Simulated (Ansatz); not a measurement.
input.yaml (Ansatz)

```yaml
crystal:
  lattice:
    - [0.0, 2.1292752455, 2.1292752455]
    - [2.1292752455, 0.0, 2.1292752455]
    - [2.1292752455, 2.1292752455, 0.0]
  atoms:
    - { symbol: Se, position: [0.0, 0.0, 0.0] }
hamiltonian:
  xc: pbesol
  pseudopotentials:
    kind: paw
    azcp:
      Se: "pseudopotentials/Se.paw.azcp"
basis:
  ecutwfc: 420
  fft_grid_basis: typed
kpoints:
  mp_grid: { grid: [21, 21, 21], shift: [0, 0, 0] }
magnetization:
  spin_polarized: false
scf:
  occupations: { method: fermi_dirac, width: 0.1 }
output:
  write_density: true
  write_potential: true
  elf: true
  volumetric_format: npy
```

Terminal output

```
Warning: the record states the generating functional pbe (its physics header spells it `PBE`), which answers neither for hamiltonian.xc's functional nor for the pbesol family's — results may be inconsistent (PPs are generated against a specific XC)
Engine: ansatz 0.2.0, aarch64-unknown-linux-gnu
Pseudopotentials: kind: paw
Pseudopotential: Se, paw, valence charge 16, recommended cutoff 420 eV (normal) 
Functional definition: PBEsol
  exchange = pbesol_x
  correlation = pbesol_c
Crystal: 1 atoms, lattice volume = 19.307 Å³
Basis set: ecut = 420 eV, 339 PW (Γ)
Bands: 12, of which v1, the nominal top of the filled ones, is band 8 counted from 1 (7 counted from 0)
Symmetry: 48 space group operations
Space group: Fm-3m (ITA 225), of the structure as read, at distance tolerance 2.7e-5 Å
k-points: 286 of 9261
Non-local potential: Se, projectors of the file, l = 0: 2, l = 1: 2, l = 2: 3, l = 3: 1
PAW form: soft (Blöchl's): semilocal exchange-correlation on the pseudo side does not see the compensation charge
PAW frozen core: Se, regenerated for the run's functional, and the local potential with it (the file was generated under x = pbe(κ = 0.804, μ = 0.2195149727645171), c = pbe(β = 0.06672455060314922))
PAW one-centre angular grid: Se, 590 points (default); XC on 64 Gauss nodes
Initial density: superposition of atomic densities (neutral atoms: chi_scale 0, normalization atom), corrected by the library's trained network
Initial wavefunctions: pseudopotential atomic-orbital guess
Functional: x = pbesol(κ = 0.804, μ = 0.12345679012345678), c = pbesol(β = 0.046)
SCF iter   1: F=—  HF=-5423.623939 eV  |F-HF|=—  |Δ(HF+E_count)|=         —  Δρ=2.80e-3  dr2=1.46e-3  ethr=1.77e-3  ⟨swp⟩=5.2  Hψ=20364  notcnv=0
SCF iter   2: F=—  HF=-5423.623427 eV  |F-HF|=—  |Δ(HF+E_count)|=   5.11e-4  Δρ=1.91e-3  dr2=7.20e-4  ethr=9.15e-6  ⟨swp⟩=2.3  Hψ=7931  notcnv=0
SCF iter   3: F=—  HF=-5423.623367 eV  |F-HF|=—  |Δ(HF+E_count)|=   6.02e-5  Δρ=3.79e-4  dr2=1.70e-5  ethr=4.50e-6  ⟨swp⟩=2.0  Hψ=4243  notcnv=0  defer=2
SCF iter   4: F=—  HF=-5423.623374 eV  |F-HF|=—  |Δ(HF+E_count)|=   6.55e-6  Δρ=7.13e-5  dr2=5.24e-7  ethr=1.06e-7  ⟨swp⟩=2.5  Hψ=5727  notcnv=0  defer=2
iter 5 did not close the SCF: its close was put off for the readings that it lacked (scf_convergence_deferred on its scf_iter line)
SCF iter   5: F=-5423.623374 eV  HF=-5423.623374 eV  |F-HF|=2.58e-8  |Δ(HF+E_count)|=   2.28e-7  Δρ=1.23e-5  dr2=2.64e-8  ethr=3.27e-9  ⟨swp⟩=2.0  Hψ=5704  notcnv=0  defer=2
SCF iter   6: F=-5423.623374 eV  HF=-5423.623374 eV  |F-HF|=3.55e-11  |Δ(HF+E_count)|=   1.36e-8  Δρ=5.68e-7  dr2=2.36e-11  ethr=1.65e-10  ⟨swp⟩=1.1  Hψ=10422  notcnv=0
SCF 1 converged in 6 iterations: F = -5423.623374 eV  dr2 = 2.36e-11
SCF converged after 6 iterations
Free energy (F): -5423.623374 eV
Harris-Foulkes:  -5423.623374 eV  (|F-HF|=3.55e-11)
Internal energy: -5423.596067 eV  (E = F + TS)
E sigma→0 (E₀):  -5423.609720 eV
Entropy (-TS):   -0.027307 eV (-27.307 meV/atom)
Fermi energy:    11.888021 eV
--- Per-component energies (eV) ---
  E_band       = -333.229344
  E_kinetic    = 117.143583
  E_local      = -2011.877788  (includes V_loc(G=0)·N_el)
  E_nonlocal   = -590.804982
  E_hartree    = 1017.181351
  E_xc         = -102.927929
  E_vxc        = -97.564433  (∫ρ·V_xc dr)
  E_paw        = -1868.931768  (= ΣΔE_a)
  E_vpaw       = 215.512030  (= ΣTr[D̂ρ^β])
  E_aug_tail   = -0.000576  (compensation charges beyond the density's cutoff)
  E_ewald      = -1984.386410
  E_core_change = 1.008450  (= ΣΔE_core)
  E_smearing   = -0.027307  (= −TS)
  E_closure    = 0.000000  (closes the sum)
  Σ components = -5423.623374   (vs F -5423.623374, Δ=0.00e0)
--- Band table (eV; the first three rows and the last of 286) ---
  k-point 0: bands = ["-36.5744", "-36.5744", "-36.5744", "-36.5685", "-36.5685", "-4.6409", "15.1995", "15.1995", "15.1995", "23.5387", "24.0840", "24.0840"]
  k-point 1: bands = ["-36.5744", "-36.5743", "-36.5743", "-36.5685", "-36.5685", "-4.5929", "14.8367", "15.1571", "15.1571", "23.6132", "23.9958", "24.1806"]
  k-point 2: bands = ["-36.5742", "-36.5738", "-36.5738", "-36.5684", "-36.5684", "-4.4494", "13.8955", "15.0385", "15.0385", "23.0879", "24.4389", "24.4389"]
  k-point 285: bands = ["-36.5714", "-36.5705", "-36.5689", "-36.5651", "-36.5596", "0.3795", "7.3137", "7.7139", "9.5286", "21.5502", "24.3372", "25.2459"]
```
